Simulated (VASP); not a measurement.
# PbO2 (Fm-3m) in VASP: further runs

The runs below take PbO2 through relaxation of cell and atoms, with PBE.

Everything below comes from runs of VASP 6.6.1. Logs are shortened: lines on timing, memory, paths and dates and some standing lists are left out, and cuts for length are marked.

### Step 1. The structure

The structure is cubic, space group Fm-3m (No. 225). The conventional cell has a = 5.140 Å, b = 5.140 Å, c = 5.140 Å, α = 90.00°, β = 90.00°, γ = 90.00°. Pb (site symmetry m-3m) has 8 O at 2.23 Å as nearest neighbours. Around O (site symmetry -43m) lie 4 Pb at 2.23 Å.

### Step 2. Relaxation of cell and atoms, PBE

Contents of INCAR:

```
ALGO = Normal ; EDIFF = 1E-6
EDIFFG = -0.01 ; ENCUT = 520
GGA = PE ; IBRION = 2
ISIF = 3 ; ISMEAR = 0
LASPH = True ; LCHARG = False
LREAL = False ; LWAVE = False
NELM = 120 ; NSW = 90
PREC = Accurate ; SIGMA = 0.1
```

Contents of KPOINTS:

```
k-points
0
Gamma
  9 9 9
```

Contents of POSCAR:

```
PbO2
1.0
    0.0000000000      2.5700000000      2.5700000000
    2.5700000000      0.0000000000      2.5700000000
    2.5700000000      2.5700000000      0.0000000000
Pb O
1 2
Direct
    0.0000000000      0.0000000000      0.0000000000
    0.2500000000      0.2500000000      0.2500000000
    0.7500000000      0.7500000000      0.7500000000
```

Potentials or basis: VASP PAW PBE potentials, release 64 (Pb_d, O).

On the command line:

```bash
$ cat potpaw_PBE.64/Pb_d/POTCAR potpaw_PBE.64/O/POTCAR > POTCAR
$ mpirun -np 1 vasp_std > vasp.out
```

OUTCAR:

```text
EDIFF = 1E-6
   EDIFFG = -0.01
   ENCUT = 520
   GGA = PE
   IBRION = 2
   ISIF = 3
   ISMEAR = 0
   LASPH = True
   LREAL = False
   NELM = 120
   NSW = 90
   PREC = Accurate

 ion  position               nearest neighbor table
   1  0.000  0.000  0.000-   3 2.23   3 2.23   3 2.23   2 2.23   3 2.23   2 2.23   2 2.23   2 2.23

   2  0.250  0.250  0.250-   1 2.23   1 2.23   1 2.23   1 2.23
   3  0.750  0.750  0.750-   1 2.23   1 2.23   1 2.23   1 2.23

  LATTYP: Found a face centered cubic cell.
 ALAT       =     5.1400000000

  Lattice vectors:

 A1 = (   0.0000000000,   2.5700000000,   2.5700000000)
 A2 = (   2.5700000000,   0.0000000000,   2.5700000000)
 A3 = (   2.5700000000,   2.5700000000,   0.0000000000)

Analysis of symmetry for initial positions (statically):
=====================================================================
 Subroutine PRICEL returns:
 Original cell was already a primitive cell.

 Routine SETGRP: Setting up the symmetry group for a
 face centered cubic supercell.

 Subroutine GETGRP returns: Found 48 space group operations
 (whereof 48 operations were pure point group operations)
 out of a pool of 48 trial point group operations.

The static configuration has the point symmetry O_h .

Analysis of symmetry for dynamics (positions and initial velocities):
=====================================================================
 Subroutine PRICEL returns:
 Original cell was already a primitive cell.

 Routine SETGRP: Setting up the symmetry group for a
 face centered cubic supercell.

 Subroutine GETGRP returns: Found 48 space group operations
 (whereof 48 operations were pure point group operations)
 out of a pool of 48 trial point group operations.

The dynamic configuration has the point symmetry O_h .

 Subroutine INISYM returns: Found 48 space group operations
 (whereof 48 operations are pure point group operations),
 and found     1 'primitive' translations

----------------------------------------------------------------------------------------

                                     Primitive cell

  volume of cell :      33.9492

  direct lattice vectors                    reciprocal lattice vectors
     0.000000000  2.570000000  2.570000000    -0.194552529  0.194552529  0.194552529
     2.570000000  0.000000000  2.570000000     0.194552529 -0.194552529  0.194552529
[... 93 lines left out ...]
   ISIF   =      3    stress and relaxation
   ISYM   =      2    0-nonsym 1-usesym 2-fastsym
   POTIM  = 0.5000    time-step for ionic-motion
   TEBEG  =    0.0;   TEEND  =   0.0 temperature during run
   PSTRESS=    0.0 pullay stress
   NELECT =      26.0000    total number of electrons
   NUPDOWN=      -1.0000    fix difference up-down
   EMIN   =  10.00;   EMAX   =-10.00  energy-range for DOS
   EFERMI =   0.00;   METHOD = LEGACY
   ISMEAR =     0;   SIGMA  =   0.10  broadening in eV -4-tet -1-fermi 0-gaus
   EFERMI_NEDOS =   21; number of points for ismear=-14 and -15
   IALGO  =     38    algorithm
   IMIX   =      4    mixing-type and parameters
     AMIX     =   0.40;   BMIX     =  1.00
     AMIX_MAG =   1.60;   BMIX_MAG =  1.00
  volume/ion in A,a.u.               =      11.32        76.37
  Fermi-wavevector in a.u.,A,eV,Ry     =   1.497808  2.830447 30.523704  2.243429
  Thomas-Fermi vector in A             =   2.609648
   LORBIT       =      0    0 simple, 1 ext, 2 COOP (PROOUT), +10 PAW based schemes
   GGA     = PE    functional components
   LHFCALC =     F    Hartree Fock is set to
   AEXX    =    0.0000 exact exchange contribution
   IVDW    =     0    specifies the selected vdW correction
   LEPSILON=     F    determine dielectric tensor
   LRPA    =     F    only Hartree local field effects (RPA)
 conjugate gradient relaxation of ions
 non-spin polarized calculation
 Gauss-broadening in eV      SIGMA  =   0.10
  energy-cutoff  :      520.00
  volume of cell :       33.95
 maximum number of plane-waves:       941
   NGX = 13   NGY = 13   NGZ = 13

--------------------------------------- Ionic step        1  -------------------------------------------

 number of electron      25.9999990 magnetization

 Free energy of the ion-electron system (eV)
  ---------------------------------------------------
  ext. energy  EPLUGINS =         0.00000000
  ---------------------------------------------------
  free energy    TOTEN  =       -15.14874316 eV

  energy without entropy =      -15.14821694  energy(sigma->0) =      -15.14848005

------------------------ aborting loop because EDIFF is reached ----------------------------------------

  FORCE on cell =-STRESS in cart. coord.  units (eV):
  Direction    XX          YY          ZZ          XY          YZ          ZX
  --------------------------------------------------------------------------------------
  -------------------------------------------------------------------------------------
  Total        6.3204348      6.3204348      6.3204348      0.0000000      0.0000000     -0.0000000
  in kB      298.2827749    298.2827749    298.2827749      0.0000000      0.0000000     -0.0000000
  external PRESSURE =     298.2827749 kB  Pullay stress =       0.0000000 kB
[... 98 lines left out ...]
--------------------------------------- Ionic step        4  -------------------------------------------

 number of electron      25.9999989 magnetization

 Free energy of the ion-electron system (eV)
  ---------------------------------------------------
  ext. energy  EPLUGINS =         0.00000000
  ---------------------------------------------------
  free energy    TOTEN  =       -15.59815292 eV

  energy without entropy =      -15.59418075  energy(sigma->0) =      -15.59616683

 E-fermi :   5.6088     XC(G=0): -11.1441

 val. band max:        5.5759232106   @ k =  -0.3333   0.4444   0.2222
 cond. band min:       6.1397863043   @ k =  -0.1111   0.1111   0.0000
 fundamental gap:      0.5638630937
 Fermi energy:         5.6087945035

 k-point     1 :       0.0000    0.0000    0.0000
  band No.  band energies     occupation
      1     -12.8734      2.00000
      2     -10.0656      2.00000
      3     -10.0487      2.00000
      4     -10.0487      2.00000
      5     -10.0487      2.00000
      6      -9.8164      2.00000
[... 457 lines left out ...]
      4      -9.8052      2.00000
      5      -9.8052      2.00000
      6      -9.7541      2.00000
[... 9 lines left out ...]
     16      15.3476      0.00000
     17      16.3381      0.00000

 [... further k-points ...]
[... 5 lines left out ...]
  --------------------------------------------------------------------------------------
  -------------------------------------------------------------------------------------
  Total        0.0231168      0.0231168      0.0231168      0.0000000      0.0000000      0.0000000
  in kB        0.9388234      0.9388234      0.9388234      0.0000000      0.0000000      0.0000000
  external PRESSURE =       0.9388234 kB  Pullay stress =       0.0000000 kB
[... 18 lines left out ...]
  FREE ENERGIE OF THE ION-ELECTRON SYSTEM (eV)
  ---------------------------------------------------
  free  energy   TOTEN  =       -15.5981529171 eV

  energy  without entropy=      -15.5941807514  energy(sigma->0) =      -15.59616683

 reached required accuracy - stopping structural energy minimisation
```

CONTCAR:

```text
PbO2
   1.00000000000000
     0.0000000000000000    2.7019356611301157    2.7019356611301157
     2.7019356611301157    0.0000000000000000    2.7019356611301157
     2.7019356611301157    2.7019356611301157    0.0000000000000000
  Pb              O
     1     2
Direct
     0.0000000000000000    0.0000000000000000    0.0000000000000000
     0.2500000000000000    0.2500000000000000    0.2500000000000000
     0.7500000000000000    0.7500000000000000    0.7500000000000000

  0.00000000E+00  0.00000000E+00  0.00000000E+00
  0.00000000E+00  0.00000000E+00  0.00000000E+00
  0.00000000E+00  0.00000000E+00  0.00000000E+00
```

Run time: 29 s. Hardware: 1 thread of Intel Xeon 6975P-C (Granite Rapids), shared host; peak memory 0.17 GiB.

What came out:

```
Free energy                            : -15.5982 eV
Relaxed volume                         : 13.15 Å³/atom
Relaxed cell                           : a = 3.821 Å, b = 3.821 Å, c = 3.821 Å, α = 60.00°, β = 60.00°, γ = 60.00°
Space group after relaxing (to 0.05 Å) : Fm-3m (No. 225)
Energy gained by relaxing              : 149.8 meV/atom
Ionic steps                            : 4
Pressure after relaxing                : 0.1 GPa
Band gap on the k mesh                 : none (metal or under the smearing width)
```

Step by step:
| step | energy change (eV) | largest force (eV/Å) | pressure (GPa) | volume (Å³) |
| --- | --- | --- | --- | --- |
| 1 | 0.0000 | 0.0000 | 29.83 | 33.95 |
| 2 | -0.1392 | 0.0000 | -14.92 | 45.39 |
| 3 | -0.4493 | 0.0000 | -0.33 | 39.57 |
| 4 | -0.4494 | 0.0000 | 0.09 | 39.45 |

Final structure:
```
Pb O
1.0
     0.00000    2.70194    2.70194
     2.70194    0.00000    2.70194
     2.70194    2.70194    0.00000
Pb O
1 2
Direct
  0.00000 0.00000 0.00000
  0.25000 0.25000 0.25000
  0.75000 0.75000 0.75000
```

Levels at points of the mesh, in eV from the Fermi level:
```
           k point  band 11  band 12  band 13  band 14  band 15  band 16
(0.00, 0.00, 0.00)    -1.95    -1.18    -1.18    -1.18     7.02     7.02
```

Caveat: the volume moved by over 15 % at a fixed basis, so the end points are rough; the volume moved by +16 % from the deposited cell, more than functionals usually miss. The run has no spin-orbit coupling, so splittings on Pb are missing.

### Step 3. Relaxation of cell and atoms, PBE

This run uses another cell than the first one, of 13.15 Å³/atom, 1.162 times its volume.

Contents of INCAR:

```
ALGO = Normal ; EDIFF = 1E-7
EDIFFG = -0.005 ; ENCUT = 520
GGA = PE ; IBRION = 2
ISIF = 3 ; ISMEAR = 0
LASPH = True ; LCHARG = False
LREAL = False ; LWAVE = False
NELM = 120 ; NSW = 60
POTIM = 0.3 ; PREC = Accurate
SIGMA = 0.1
```

KPOINTS is that of step 2.

Contents of POSCAR:

```
PbO2                                    
1.0
    0.0000000000      2.7019356611      2.7019356611
    2.7019356611      0.0000000000      2.7019356611
    2.7019356611      2.7019356611      0.0000000000
  Pb              O             
     1     2
Direct
     0.0000000000000000    0.0000000000000000    0.0000000000000000
     0.2500000000000000    0.2500000000000000    0.2500000000000000
     0.7500000000000000    0.7500000000000000    0.7500000000000000
```

Potentials or basis: VASP PAW PBE potentials, release 64 (Pb_d, O).

On the command line:

```bash
$ cat potpaw_PBE.64/Pb_d/POTCAR potpaw_PBE.64/O/POTCAR > POTCAR
$ mpirun -np 1 vasp_std > vasp.out
```

It took 16 s on 1 thread of Intel Xeon 6975P-C (Granite Rapids), shared host; peak memory 0.17 GiB.

The run converged. Its results:

```yaml
Free_energy: -15.6134 eV
Relaxed_volume: 13.21 Å³/atom
Relaxed_cell: a = 3.827 Å, b = 3.827 Å, c = 3.827 Å, α = 60.00°, β = 60.00°, γ = 60.00°
Space_group_after_relaxing_to_0.05_Å: Fm-3m (No. 225)
Energy_gained_by_relaxing: 0.1 meV/atom
Ionic_steps: 2
Pressure_after_relaxing: 0.0 GPa
Band_gap_on_the_k_mesh: none (metal or under the smearing width)
```

The path:
| step | energy change (eV) | largest force (eV/Å) | pressure (GPa) | volume (Å³) |
| --- | --- | --- | --- | --- |
| 1 | 0.0000 | 0.0000 | 0.60 | 39.45 |
| 2 | -0.0003 | 0.0000 | 0.01 | 39.62 |

Final structure:
```
CELL_PARAMETERS angstrom
0.00000 2.70578 2.70578
2.70578 0.00000 2.70578
2.70578 2.70578 0.00000
ATOMIC_POSITIONS crystal
Pb 0.00000 0.00000 0.00000
O 0.25000 0.25000 0.25000
O 0.75000 0.75000 0.75000
```

Levels at points of the mesh, in eV from the Fermi level:
```
           k point  band 9  band 10  band 11  band 12  band 13  band 14  band 15  band 16  band 17
(0.00, 0.00, 0.00)   -1.94    -1.94    -1.94    -1.17    -1.17    -1.17     7.00     7.00     7.00
```

The run has no spin-orbit coupling, so splittings on Pb are missing. PBE usually gives volumes a little too large and moduli too small.
